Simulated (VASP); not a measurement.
# NiO (F-43m) in VASP: further runs, part 3 of 3

VASP 6.6.1.

## (4) Band structure, TB-mBJ, collinear spin, ferromagnetic start

The input, POSCAR:

```
NiO
1.0
    0.0000000000      2.2406300000      2.2406300000
    2.2406300000      0.0000000000      2.2406300000
    2.2406300000      2.2406300000      0.0000000000
Ni O
1 1
Direct
    0.0000000000      0.0000000000      0.0000000000
    0.7500000000      0.7500000000      0.7500000000
```

The input, INCAR.step1:

```
PREC = Accurate
ENCUT = 520
EDIFF = 1E-5
ISMEAR = -1
SIGMA = 0.05
LREAL = False
LASPH = True
NELM = 120
ALGO = Normal
ISIF = 2
LWAVE = True
LCHARG = False
ISPIN = 2
MAGMOM = 1 0
LORBIT = 11
LMAXMIX = 4
GGA = PE
```

The input, INCAR.step2:

```
PREC = Accurate
ENCUT = 520
EDIFF = 1E-6
ISMEAR = -1
SIGMA = 0.05
LREAL = False
LASPH = True
NELM = 120
ALGO = Normal
ISIF = 2
LWAVE = False
LCHARG = False
ISPIN = 2
MAGMOM = 1 0
LORBIT = 11
LMAXMIX = 4
METAGGA = MBJ
ISTART = 1
```

The input, KPOINTS:

```
regular mesh
0
Gamma
  7 7 7
```

The input, KPOINTS_OPT:

```
path GXWKGLUWLK,UX
15
line-mode
reciprocal
 0.0000000000  0.0000000000  0.0000000000  G
 0.5000000000  0.0000000000  0.5000000000  X

 0.5000000000  0.0000000000  0.5000000000  X
 0.5000000000  0.2500000000  0.7500000000  W

 0.5000000000  0.2500000000  0.7500000000  W
 0.3750000000  0.3750000000  0.7500000000  K

 0.3750000000  0.3750000000  0.7500000000  K
 0.0000000000  0.0000000000  0.0000000000  G

 0.0000000000  0.0000000000  0.0000000000  G
 0.5000000000  0.5000000000  0.5000000000  L

 0.5000000000  0.5000000000  0.5000000000  L
 0.6250000000  0.2500000000  0.6250000000  U

 0.6250000000  0.2500000000  0.6250000000  U
 0.5000000000  0.2500000000  0.7500000000  W

 0.5000000000  0.2500000000  0.7500000000  W
 0.5000000000  0.5000000000  0.5000000000  L

 0.5000000000  0.5000000000  0.5000000000  L
 0.3750000000  0.3750000000  0.7500000000  K

 0.6250000000  0.2500000000  0.6250000000  U
 0.5000000000  0.0000000000  0.5000000000  X
```

Potentials or basis: VASP PAW PBE potentials, release 64 (Ni, O).

Started as:

```console
> cat potpaw_PBE.64/Ni/POTCAR potpaw_PBE.64/O/POTCAR > POTCAR
> cp INCAR.step1 INCAR
> mpirun -np 1 vasp_std > vasp.out
> cp INCAR.step2 INCAR
> mpirun -np 1 vasp_std > vasp.out
```

OUTCAR:

```text
PREC = Accurate
   ENCUT = 520
   EDIFF = 1E-6
   ISMEAR = -1
   LREAL = False
   LASPH = True
   NELM = 120
   ISIF = 2
   ISPIN = 2
   LORBIT = 11
   METAGGA = MBJ
   ISTART = 1

 ion  position               nearest neighbor table
   1  0.000  0.000  0.000-   2 1.94   2 1.94   2 1.94   2 1.94
   2  0.750  0.750  0.750-   1 1.94   1 1.94   1 1.94   1 1.94

  LATTYP: Found a face centered cubic cell.
 ALAT       =     4.4812600000

  Lattice vectors:

 A1 = (   0.0000000000,   2.2406300000,   2.2406300000)
 A2 = (   2.2406300000,   0.0000000000,   2.2406300000)
 A3 = (   2.2406300000,   2.2406300000,   0.0000000000)

Analysis of symmetry for initial positions (statically):
=====================================================================
 Subroutine PRICEL returns:
 Original cell was already a primitive cell.

 Routine SETGRP: Setting up the symmetry group for a
 face centered cubic supercell.

 Subroutine GETGRP returns: Found 24 space group operations
 (whereof 24 operations were pure point group operations)
 out of a pool of 48 trial point group operations.

The static configuration has the point symmetry T_d .

Analysis of symmetry for dynamics (positions and initial velocities):
=====================================================================
 Subroutine PRICEL returns:
 Original cell was already a primitive cell.

 Routine SETGRP: Setting up the symmetry group for a
 face centered cubic supercell.

 Subroutine GETGRP returns: Found 24 space group operations
 (whereof 24 operations were pure point group operations)
 out of a pool of 48 trial point group operations.

The dynamic configuration has the point symmetry T_d .

Analysis of structural, dynamic, and magnetic symmetry:
=====================================================================
 Subroutine PRICEL returns:
 Original cell was already a primitive cell.

 Routine SETGRP: Setting up the symmetry group for a
 face centered cubic supercell.

 Subroutine GETGRP returns: Found 24 space group operations
 (whereof 24 operations were pure point group operations)
 out of a pool of 48 trial point group operations.

The overall configuration has the point symmetry T_d .

 Subroutine INISYM returns: Found 24 space group operations
 (whereof 24 operations are pure point group operations),
 and found     1 'primitive' translations

----------------------------------------------------------------------------------------

                                     Primitive cell

  volume of cell :      22.4978

  direct lattice vectors                    reciprocal lattice vectors
     0.000000000  2.240630000  2.240630000    -0.223151524  0.223151524  0.223151524
     2.240630000  0.000000000  2.240630000     0.223151524 -0.223151524  0.223151524
     2.240630000  2.240630000  0.000000000     0.223151524  0.223151524 -0.223151524

  length of vectors
     3.168729334  3.168729334  3.168729334     0.386509778  0.386509778  0.386509778

  position of ions in fractional coordinates (direct lattice)
     0.000000000  0.000000000  0.000000000
     0.750000000  0.750000000  0.750000000

  ion indices of the primitive-cell ions
   primitive index   ion index
                 1           1
                 2           2

[... 86 lines left out ...]
     AMIX_MAG =   1.60;   BMIX_MAG =  1.00
  volume/ion in A,a.u.               =      11.25        75.91
  Fermi-wavevector in a.u.,A,eV,Ry     =   1.461284  2.761427 29.053220  2.135351
  Thomas-Fermi vector in A             =   2.577634
   LORBIT       =     11    0 simple, 1 ext, 2 COOP (PROOUT), +10 PAW based schemes
   METAGGA = MBJ    functional components
   LHFCALC =     F    Hartree Fock is set to
   AEXX    =    0.0000 exact exchange contribution
   IVDW    =     0    specifies the selected vdW correction
   LEPSILON=     F    determine dielectric tensor
   LRPA    =     F    only Hartree local field effects (RPA)
 spin polarized calculation
  energy-cutoff  :      520.00
  volume of cell :       22.50
 maximum number of plane-waves:       620
   NGX = 11   NGY = 11   NGZ = 11

 number of electron      16.0000006 magnetization       2.0000004

 Free energy of the ion-electron system (eV)
  ---------------------------------------------------
  ext. energy  EPLUGINS =         0.00000000
  ---------------------------------------------------
  free energy    TOTEN  =        93.78099097 eV

  energy without entropy =       93.79693100  energy(sigma->0) =       93.78896098

 E-fermi :   8.4781     XC(G=0): -10.5972

 val. band max:        8.4260774803   @ k =  -0.4286   0.4286   0.0000
 cond. band min:       8.4910479086   @ k =  -0.4286   0.2857   0.0000
 fundamental gap:      0.0649704283
 Fermi energy:         8.4780951068

 spin component 1

 k-point     1 :       0.0000    0.0000    0.0000
  band No.  band energies     occupation
      1     -14.2084      1.00000
      2       0.6582      1.00000
      3       0.6582      1.00000
      4       0.6587      1.00000
      5       4.1234      1.00000
      6       4.1234      1.00000
      7       6.4759      1.00000
      8       6.4759      1.00000
      9       6.4762      1.00000
     10       9.2725      0.00000
     11      21.5173      0.00000
     12      23.0130      0.00000
     13      23.0131      0.00000
[... 289 lines left out ...]
 k-point    20 :      -0.2857    0.4286    0.1429
  band No.  band energies     occupation
      1     -13.5911      1.00000
      2       0.6492      1.00000
      3       1.2734      1.00000
      4       1.5465      1.00000
      5       3.4183      1.00000
      6       3.8589      1.00000
      7       3.9492      1.00000
      8       4.6697      1.00000
      9       5.3894      1.00000
     10      15.6597      0.00000
     11      18.2940      0.00000
     12      19.0603      0.00000
     13      21.5077      0.00000
 Fermi energy:         8.4780951068

 spin component 2

 k-point     1 :       0.0000    0.0000    0.0000
  band No.  band energies     occupation
      1     -13.4027      1.00000
      2       2.4078      1.00000
      3       2.4079      1.00000
      4       2.4081      1.00000
      5       4.7083      1.00000
      6       4.7090      1.00000
      7       8.6676      0.02209
      8      10.1159      0.00000
      9      10.1162      0.00000
     10      10.1163      0.00000
     11      22.6596      0.00000
     12      22.6599      0.00000
     13      22.6600      0.00000
[... 290 lines left out ...]
  band No.  band energies     occupation
      1     -12.6465      1.00000
      2       1.2858      1.00000
      3       1.8606      1.00000
      4       2.6311      1.00000
      5       5.1225      1.00000
      6       5.4338      1.00000
      7       6.9742      1.00000
      8       8.4139      0.78315
      9       8.5753      0.12529
     10      15.5064      0.00000
     11      18.2363      0.00000
     12      19.2123      0.00000
     13      21.2075      0.00000

------------------------ aborting loop because EDIFF is reached ----------------------------------------

  FORCE on cell =-STRESS in cart. coord.  units (eV):
  Direction    XX          YY          ZZ          XY          YZ          ZX
  --------------------------------------------------------------------------------------
  -------------------------------------------------------------------------------------
  Total      -82.9556936    -82.9556936    -82.9556936      0.0000000     -0.0000000     -0.0000000
  in kB    -5907.6716107  -5907.6716107  -5907.6716107      0.0000000     -0.0000000     -0.0000000
  external PRESSURE =   -5907.6716107 kB  Pullay stress =       0.0000000 kB

 VOLUME and BASIS-vectors are now :
 -----------------------------------------------------------------------------
  energy-cutoff  :      520.00
  volume of cell :       22.50
      direct lattice vectors                 reciprocal lattice vectors
     0.000000000  2.240630000  2.240630000    -0.223151524  0.223151524  0.223151524
     2.240630000  0.000000000  2.240630000     0.223151524 -0.223151524  0.223151524
     2.240630000  2.240630000  0.000000000     0.223151524  0.223151524 -0.223151524

 POSITION                                       TOTAL-FORCE (eV/Angst)
 -----------------------------------------------------------------------------------
      0.00000      0.00000      0.00000        -0.000000     -0.000000      0.000000
      3.36095      3.36095      3.36095         0.000000      0.000000     -0.000000
 -----------------------------------------------------------------------------------
    total drift:                               -0.000248     -0.000248     -0.000248

  FREE ENERGIE OF THE ION-ELECTRON SYSTEM (eV)
  ---------------------------------------------------
  free  energy   TOTEN  =        93.7809909675 eV

  energy  without entropy=       93.7969309997  energy(sigma->0) =       93.78896098

 total charge

# of ion       s       p       d       tot
------------------------------------------
    1        0.368   0.481   8.101   8.949
    2        1.614   3.651   0.000   5.264
--------------------------------------------------
tot          1.981   4.131   8.101  14.213

 magnetization (x)

# of ion       s       p       d       tot
------------------------------------------
    1       -0.019  -0.004   1.728   1.705
    2        0.017   0.311   0.000   0.328
--------------------------------------------------
tot         -0.002   0.307   1.728   2.033
```

Wall time 83 s (1 thread of Intel Xeon Platinum 8488C (Sapphire Rapids), shared host); peak memory 0.17 GiB.

What came out:

```yaml
Band_gap_along_the_path: none (metal or under the smearing width)
Net_moment: 2.00 μB per cell
Site_moments: Ni +1.71; O +0.33 μB
Valence_electrons_inside_the_program's_atomic_spheres: Ni 8.95; O 5.26
```

Caveat: the PAW data sets were made with another functional, which shifts forces and pressure a little; a cell with one magnetic atom can't hold antiferromagnetic order, which such compounds often take; semilocal functionals often make such compounds metallic where correlation or magnetic order opens a gap, which also shifts bond lengths.

## (5) The reference run

An earlier run on the cell as given: functional PBE; potentials or basis VASP PAW PBE potentials, release 64 (Ni, O); cutoff 520 eV; k mesh 10 × 10 × 10; occupations fermi-dirac, width 0.05 eV; collinear spin, ferromagnetic start; starting moments [1.0, 0.0] μB.

- Pressure: 0.3 GPa
- Band gap on the k mesh: none (metal or under the smearing width)
- Net moment: 1.91 μB per cell
- Site moments: Ni +1.50; O +0.36 μB
- Valence electrons inside the program's atomic spheres: Ni 9.10; O 4.97

## (6) Overview

| task | level | k mesh | pressure (GPa) | moment (μB) |
| --- | --- | --- | --- | --- |
| band structure | SCAN | 7 × 7 × 7 | -6.1 | 2.00 |
| band structure | TPSS | 7 × 7 × 7 | -0.7 | 1.99 |
| band structure | TB-mBJ | 7 × 7 × 7 | - | 2.00 |
| single point | PBE | 10 × 10 × 10 | 0.3 | 1.91 |

Alike in all rows: potentials or basis VASP PAW PBE potentials, release 64 (Ni, O); spin collinear, ferromagnetic start; cell as given; cutoff (eV) 520; smearing fermi-dirac 0.05 eV.

The pressure there spans -6.1 GPa (SCAN) to 0.3 GPa (PBE); a positive pressure means that this level wants a larger cell, a negative one a smaller.

Caveats: a cell with one magnetic atom can't hold antiferromagnetic order, which such compounds often take; semilocal functionals often make such compounds metallic where correlation or magnetic order opens a gap, which also shifts bond lengths; the PAW data sets were made with another functional, which shifts forces and pressure a little (some runs).

Total energies depend on the potentials used, so only differences within one code and one set of settings carry meaning.
